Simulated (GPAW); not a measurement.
A calculation with GPAW 26.7.0 of Cu (ASE script, structure from a POSCAR):

run.py

```python
import json
import numpy as np
from ase.dft.bandgap import bandgap
from ase.io import read, write
from ase.units import GPa
from gpaw import GPAW, PW

atoms = read('POSCAR')

calc = GPAW(mode=PW(600),
            xc='MGGA_X_R2SCAN+MGGA_C_R2SCAN',
            kpts={'size': (13, 13, 13), 'gamma': True},
            occupations={'name': 'fermi-dirac', 'width': 0.05},
            nbands=14,
            convergence={'density': 1e-05, 'energy': 1e-05},
            maxiter=150,
            txt='gpaw.txt')
atoms.calc = calc
energy = atoms.get_potential_energy()
forces = atoms.get_forces()
stress = atoms.get_stress()
calc.write('gs.gpw')
write('result.traj', atoms)
print(f'Energy: {energy:.6f} eV')
print('Forces (eV/A):')
print(forces.round(4))
print('Stress (GPa):', (stress / GPa).round(3))
print('Fermi level:', round(calc.get_fermi_level(), 4), 'eV')
print(f'Gap: {bandgap(calc)[0]:.4f} eV, direct: {bandgap(calc, direct=True)[0]:.4f} eV')

size = (20, 20, 20)
dense = calc.fixed_density(kpts={'size': size, 'gamma': True}, update_fermi_level=True,
                           convergence={'bands': 'CBM+2.0', 'eigenstates': 1e-7}, txt='dense.txt')
ef = dense.get_fermi_level()
index = np.round(dense.get_bz_k_points() * size).astype(int) % size
recip = 2 * np.pi * atoms.cell.reciprocal()
sheets = []
for s, e_kn in enumerate(dense.eigenvalues()):
    for n in range(e_kn.shape[1] - 2):
        if e_kn[:, n].min() < ef < e_kn[:, n].max():
            e = np.empty(size)
            e[tuple(index.T)] = e_kn[dense.get_bz_to_ibz_map(), n] - ef
            de = np.array([(np.roll(e, -1, c) - np.roll(e, 1, c)) * size[c] / 2 for c in range(3)])
            v = np.linalg.norm(np.einsum('vc,cxyz->vxyz', np.linalg.inv(recip), de), axis=0)
            w = np.exp(-(e / 0.1)**2) / (0.1 * np.pi**0.5)
            sheets.append({'spin': s, 'band': n, 'filled': (e < 0).mean(), 'dos': w.mean(), 'bottom': e.min(), 'top': e.max(),
                           'velocity': (w * v).sum() / w.sum() * 1.519267e5, 'slice': e[:, :, 0].round(3).tolist()})
            print(f'spin {s} band {n}: filled share {sheets[-1]["filled"]:.3f}, from {e.min():.3f} to {e.max():.3f} eV,',
                  f'{w.mean():.3f} states/eV, mean velocity {sheets[-1]["velocity"]:.3e} m/s')
print('Fermi level on the dense mesh:', round(ef, 4), 'eV,', len(sheets), 'sheets')
json.dump({'ef': ef, 'sheets': sheets}, open('fermi.json', 'w'))
```

The input POSCAR:

```
Cu
1.0
   -1.4427933200      1.4427933200      1.3760814500
    1.4427933200     -1.4427933200      1.3760814500
    1.4427933200      1.4427933200     -1.3760814500
Cu
1
Direct
    0.0000000000      0.0000000000      0.0000000000
```

Potentials or basis: GPAW PAW data sets (gpaw-data 1.2.1), pw.

Command:

```sh
$ OMP_NUM_THREADS=1 python run.py
```

This isn't the form of Cu at room conditions, which is fcc.

Q: Write the same calculation in another form: ASE script, structure from a CIF.

A: As run:

run.py

```python
import json
import numpy as np
import spglib
from ase import Atoms
from ase.dft.bandgap import bandgap
from ase.io import read, write
from ase.units import GPa
from gpaw import GPAW, PW

atoms = read('Cu.cif')
cell, positions, numbers = spglib.find_primitive(
    (atoms.cell[:], atoms.get_scaled_positions(), atoms.numbers), symprec=1e-4)
atoms = Atoms(numbers, cell=cell, scaled_positions=positions, pbc=True)

calc = GPAW(mode=PW(600),
            xc='MGGA_X_R2SCAN+MGGA_C_R2SCAN',
            kpts={'size': (13, 13, 13), 'gamma': True},
            occupations={'name': 'fermi-dirac', 'width': 0.05},
            nbands=14,
            convergence={'density': 1e-05, 'energy': 1e-05},
            maxiter=150,
            txt='gpaw.txt')
atoms.calc = calc
energy = atoms.get_potential_energy()
forces = atoms.get_forces()
stress = atoms.get_stress()
calc.write('gs.gpw')
write('result.traj', atoms)
print(f'Energy: {energy:.6f} eV')
print('Forces (eV/A):')
print(forces.round(4))
print('Stress (GPa):', (stress / GPa).round(3))
print('Fermi level:', round(calc.get_fermi_level(), 4), 'eV')
print(f'Gap: {bandgap(calc)[0]:.4f} eV, direct: {bandgap(calc, direct=True)[0]:.4f} eV')

size = (20, 20, 20)
dense = calc.fixed_density(kpts={'size': size, 'gamma': True}, update_fermi_level=True,
                           convergence={'bands': 'CBM+2.0', 'eigenstates': 1e-7}, txt='dense.txt')
ef = dense.get_fermi_level()
index = np.round(dense.get_bz_k_points() * size).astype(int) % size
recip = 2 * np.pi * atoms.cell.reciprocal()
sheets = []
for s, e_kn in enumerate(dense.eigenvalues()):
    for n in range(e_kn.shape[1] - 2):
        if e_kn[:, n].min() < ef < e_kn[:, n].max():
            e = np.empty(size)
            e[tuple(index.T)] = e_kn[dense.get_bz_to_ibz_map(), n] - ef
            de = np.array([(np.roll(e, -1, c) - np.roll(e, 1, c)) * size[c] / 2 for c in range(3)])
            v = np.linalg.norm(np.einsum('vc,cxyz->vxyz', np.linalg.inv(recip), de), axis=0)
            w = np.exp(-(e / 0.1)**2) / (0.1 * np.pi**0.5)
            sheets.append({'spin': s, 'band': n, 'filled': (e < 0).mean(), 'dos': w.mean(), 'bottom': e.min(), 'top': e.max(),
                           'velocity': (w * v).sum() / w.sum() * 1.519267e5, 'slice': e[:, :, 0].round(3).tolist()})
            print(f'spin {s} band {n}: filled share {sheets[-1]["filled"]:.3f}, from {e.min():.3f} to {e.max():.3f} eV,',
                  f'{w.mean():.3f} states/eV, mean velocity {sheets[-1]["velocity"]:.3e} m/s')
print('Fermi level on the dense mesh:', round(ef, 4), 'eV,', len(sheets), 'sheets')
json.dump({'ef': ef, 'sheets': sheets}, open('fermi.json', 'w'))
```

Cu.cif

```cif
data_Cu
_cell_length_a 2.88558664
_cell_length_b 2.88558664
_cell_length_c 2.75216290
_cell_angle_alpha 90.00000000
_cell_angle_beta 90.00000000
_cell_angle_gamma 90.00000000
_space_group_name_H-M_alt 'I4/mmm'
_space_group_name_Hall '-I 4 2'
_space_group_IT_number 139
loop_
_space_group_symop_operation_xyz
'x,y,z'
'-x,-y,-z'
'-y,x,z'
'y,-x,-z'
'-x,-y,z'
'x,y,-z'
'y,-x,z'
'-y,x,-z'
'x,-y,-z'
'-x,y,z'
'-y,-x,-z'
'y,x,z'
'-x,y,-z'
'x,-y,z'
'y,x,-z'
'-y,-x,z'
'x+1/2,y+1/2,z+1/2'
'-x+1/2,-y+1/2,-z+1/2'
'-y+1/2,x+1/2,z+1/2'
'y+1/2,-x+1/2,-z+1/2'
'-x+1/2,-y+1/2,z+1/2'
'x+1/2,y+1/2,-z+1/2'
'y+1/2,-x+1/2,z+1/2'
'-y+1/2,x+1/2,-z+1/2'
'x+1/2,-y+1/2,-z+1/2'
'-x+1/2,y+1/2,z+1/2'
'-y+1/2,-x+1/2,-z+1/2'
'y+1/2,x+1/2,z+1/2'
'-x+1/2,y+1/2,-z+1/2'
'x+1/2,-y+1/2,z+1/2'
'y+1/2,x+1/2,-z+1/2'
'-y+1/2,-x+1/2,z+1/2'
loop_
_atom_site_label
_atom_site_type_symbol
_atom_site_symmetry_multiplicity
_atom_site_Wyckoff_symbol
_atom_site_fract_x
_atom_site_fract_y
_atom_site_fract_z
_atom_site_occupancy
Cu1 Cu 2 a 0.0000000000 0.0000000000 0.0000000000 1
```

Potentials or basis: GPAW PAW data sets (gpaw-data 1.2.1), pw.

The run is started by

```console
$ OMP_NUM_THREADS=1 python run.py
```

Both were run:

|  | ASE script, structure from a POSCAR | ASE script, structure from a CIF |
| --- | --- | --- |
| Pressure | 2.1 GPa | 2.1 GPa |
| Band gap on the k mesh | none (metal or under the smearing width) | none (metal or under the smearing width) |

Keys that steer only the numerical path or the files written may differ.

Caveat: with this Cu data set, volumes or pressures lay over 1.5 % or 2 GPa off other programs in two to four cells of ten; the PAW data sets were made with another functional, which shifts forces and pressure a little.
